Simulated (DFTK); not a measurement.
Crystal: GaN.

```
CELL_PARAMETERS angstrom
3.18000 0.00000 0.00000
-1.59000 2.75396 0.00000
0.00000 0.00000 5.16600
ATOMIC_POSITIONS crystal
Ga 0.66667 0.33333 0.50000
Ga 0.33333 0.66667 0.00000
N 0.66667 0.33333 0.87500
N 0.33333 0.66667 0.37500
```

Base run:

| Quantity | Value |
| --- | --- |
| Program | DFTK 0.8.2 |
| Functional | SCAN |
| Potentials or basis | SG15 1.2 (PBE) |
| Cutoff | 1225 eV |
| k mesh | 9 × 9 × 4 |
| Occupations | fermi-dirac, width 0.05 eV |
| Spin | no spin polarisation |

Its results: band gap on the k mesh 2.03 eV, direct; pressure -1.1 GPa; largest force 0.151 eV/Å.

**Question.** After a change of settings the same cell gave: band gap on the k mesh 2.11 eV, direct; pressure 12.9 GPa; largest force 0.131 eV/Å. Which change was it?
A. functional from SCAN to PBEsol
B. functional from SCAN to LDA
C. functional from SCAN to BLYP
D. functional from SCAN to RPBE

**Answer.** C.

Caveats: the potentials were made for another functional, which shifts forces and pressure.

Runs at the PBE level aren't shown here.
